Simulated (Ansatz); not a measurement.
Geometry optimisation, DFT PBE, scalar-relativistic, plane waves, PAW in Ansatz 0.2.0.

input.yaml

```yaml
crystal:
  lattice:
    - [8.939239, 0.0, 0.0]
    - [0.0, 8.939239, 0.0]
    - [0.0, 0.0, 8.939239]
  atoms:
    - { symbol: Si, position: [0.2500004, 0.5018357, -0.0045797] }
    - { symbol: Si, position: [0.4984525, 0.0021359, 0.2494921] }
    - { symbol: Si, position: [-0.0051483, 0.5015616, 0.2504369] }
    - { symbol: Si, position: [0.4959692, 0.2486883, -0.0068093] }
    - { symbol: Si, position: [-0.0039802, 0.2522233, 0.5034626] }
    - { symbol: O, position: [0.1443906, 0.4994869, 0.8508662] }
    - { symbol: O, position: [0.1478231, 0.1510288, 0.4963344] }
    - { symbol: O, position: [0.1496337, 0.8487973, 0.4951486] }
    - { symbol: O, position: [0.3544397, 0.0030934, 0.3464802] }
    - { symbol: O, position: [0.1479331, 0.5014464, 0.1487127] }
    - { symbol: O, position: [0.4968036, 0.14828, 0.8516277] }
    - { symbol: O, position: [0.0027446, 0.3566321, 0.3531258] }
    - { symbol: O, position: [0.8550806, 0.1438574, 0.5012177] }
    - { symbol: O, position: [0.499381, 0.8540273, 0.1499406] }
    - { symbol: O, position: [0.501873, 0.146625, 0.148871] }
    - { symbol: O, position: [0.3517612, 0.3474334, 0.0006973] }
    - { symbol: O, position: [0.8519371, 0.5003901, 0.1482077] }
    - { symbol: Si, position: [0.7491857, 0.0056344, 0.4968338] }
    - { symbol: Si, position: [0.7471773, 0.5020163, -0.0006589] }
    - { symbol: Si, position: [-0.0026842, 0.5001578, 0.7514943] }
    - { symbol: Si, position: [0.5045678, 0.004602, 0.7491878] }
    - { symbol: Si, position: [0.0004493, 0.7489283, 0.4956126] }
    - { symbol: Si, position: [0.5021013, 0.7508775, 0.0016519] }
    - { symbol: O, position: [0.6467547, -0.0051433, 0.3504607] }
    - { symbol: O, position: [0.641332, 0.6463292, -0.0065922] }
    - { symbol: O, position: [0.6497498, 0.3484538, -0.0003161] }
    - { symbol: O, position: [0.8464202, 0.5034304, 0.854664] }
    - { symbol: O, position: [0.6444019, 0.0021902, 0.6490743] }
    - { symbol: O, position: [0.0009173, 0.6442138, 0.3541331] }
    - { symbol: O, position: [0.5017511, 0.8534331, 0.853334] }
    - { symbol: O, position: [0.3528433, 0.6461661, -0.0015057] }
    - { symbol: O, position: [-0.0011948, 0.3547834, 0.6409553] }
    - { symbol: O, position: [-0.001625, 0.6510989, 0.6462122] }
    - { symbol: O, position: [0.8563425, 0.8469902, 0.4992062] }
    - { symbol: O, position: [0.3511447, -0.0065368, 0.645236] }
basis:
  ecutwfc: 420.0
kpoints:
  mp_grid: { grid: [2, 2, 2] }
hamiltonian:
  xc: pbe
  pseudopotentials: { kind: paw, azcp: { folder: soft_1 } }
scf:
  occupations: { method: fermi_dirac, width: 0.05 }
  lower_state_search: "off"
relax:
  f_tol: 0.03
  max_steps: 60
  adjacent_minimum: "off"
output:
  write_density: true
  write_potential: true
  elf: true
  volumetric_format: npy
```

Launched with:

```bash
$ ansatz run input.yaml --threads 4 --pin off --max-ram 10240MiB --backend cpu --events-out ev --progress --plain --runs-dir out
```

Question: Where does it end, and by what steps?

Answer: The run converged. Limits of this set-up: coarse k mesh, no spin, though dangling bonds at a vacancy may carry it, a small cell, in which the defect meets its images. After 14 steps the energy has fallen by 3.908 eV; O7 moved furthest, 0.95 Å. Joined: O7–O8 (2.70 → 1.53 Å), O9–O35 (2.67 → 1.53 Å).

```tsv
step	energy less start (eV)	largest force component (eV/Å)	accepted
0	0.0000	3.607	yes
1	-0.9589	2.495	yes
2	-1.6892	0.246	yes
3	-1.7550	0.302	yes
4	-1.8908	0.646	yes
5	-2.4410	0.729	yes
6	-0.8360	10.130	no
7	-2.7268	0.392	yes
8	-2.8838	0.485	yes
9	-3.0756	0.701	yes
10	-3.3694	0.687	yes
11	-3.7039	0.487	yes
12	-3.8859	0.095	yes
13	-3.9076	0.033	yes
14	-3.9081	0.007	yes
```

```xyz
35
Lattice="8.9392 0.0000 0.0000 0.0000 8.9392 0.0000 0.0000 0.0000 8.9392" Properties=species:S:1:pos:R:3
Si 2.229 4.471 -0.009
Si 4.517 -0.065 2.395
Si 0.033 4.516 2.285
Si 4.425 2.176 0.035
Si -0.058 2.067 4.394
O 1.324 4.253 7.601
O 0.856 0.650 4.869
O 0.855 8.292 4.048
O 3.604 0.412 3.811
O 1.323 4.689 1.319
O 4.195 1.302 7.584
O 0.262 3.125 3.159
O 7.467 1.372 4.016
O 4.197 7.640 1.336
O 4.509 1.261 1.417
O 3.135 3.142 0.210
O 7.626 4.407 1.348
Si 6.699 0.001 4.461
Si 6.699 4.471 -0.010
Si 0.034 4.426 6.634
Si 4.516 0.068 6.526
Si -0.058 6.875 4.526
Si 4.425 6.766 -0.054
O 5.931 -0.444 3.090
O 5.772 5.830 0.053
O 5.771 3.113 -0.075
O 7.627 4.535 7.570
O 5.930 0.446 5.831
O -0.051 5.897 3.200
O 4.507 7.681 7.503
O 3.136 5.799 -0.227
O -0.048 3.044 5.720
O 0.264 5.816 5.760
O 7.468 7.570 4.906
O 3.603 -0.409 5.108
```

The run took 2.6 min on 4 threads of Arm Neoverse V2, on a shared host, peak memory 2.2 GiB.
